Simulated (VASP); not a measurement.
Here is a VASP 6.6.1 calculation.

Contents of INCAR:

```
SYSTEM = Ru
  ALGO = Fast
  EDIFF = 1E-6
  EDIFFG = -0.02
  ENCUT = 400
  GGA = PE
  IBRION = 2
  ISIF = 2
  ISMEAR = 0
  LASPH = .True.
  LCHARG = .False.
  LREAL = .False.
  LWAVE = .False.
  NELM = 100
  NSW = 60
  PREC = Accurate
  SIGMA = 0.1
```

File KPOINTS:

```
k-points
0
Gamma
  16 16 1
  0 0 0
```

Contents of POSCAR:

```
Ru
1.0
    2.7060000000      0.0000000000      0.0000000000
    1.3530000000      2.3434647426      0.0000000000
    0.0000000000      0.0000000000     34.5280000000
Ru
9
Direct
    0.0000000000      0.0000000000      0.2519694161
    0.3333333333      0.3333333333      0.3139770621
    0.0000000000      0.0000000000      0.3759847081
    0.3333333333      0.3333333333      0.4379923540
    0.0000000000      0.0000000000      0.5000000000
    0.3333333333      0.3333333333      0.5620076460
    0.0000000000      0.0000000000      0.6240152919
    0.3333333333      0.3333333333      0.6860229379
    0.0000000000      0.0000000000      0.7480305839
```

Potentials or basis: VASP PAW PBE potentials, release 64 (Ru_pv).

The run is started by

```console
$ cat potpaw_PBE.64/Ru_pv/POTCAR > POTCAR
$ mpirun -np 1 vasp_std > vasp.out
```

Task: Estimate the energy gained by relaxing.

Result: 5.5 meV/atom.

Task: What does it give for the band gap on the k mesh?

Result: None (metal or under the smearing width).

Step by step:
```tsv
step	energy change (eV)	largest force (eV/Å)	pressure (GPa)
1	0.0000	0.6184	-0.91
2	-0.0450	0.1731	-0.33
3	-0.0461	0.1688	-0.21
4	-0.0486	0.0516	-0.17
5	-0.0489	0.0478	-0.14
6	-0.0489	0.0477	-0.14
7	-0.0491	0.0146	-0.15
```
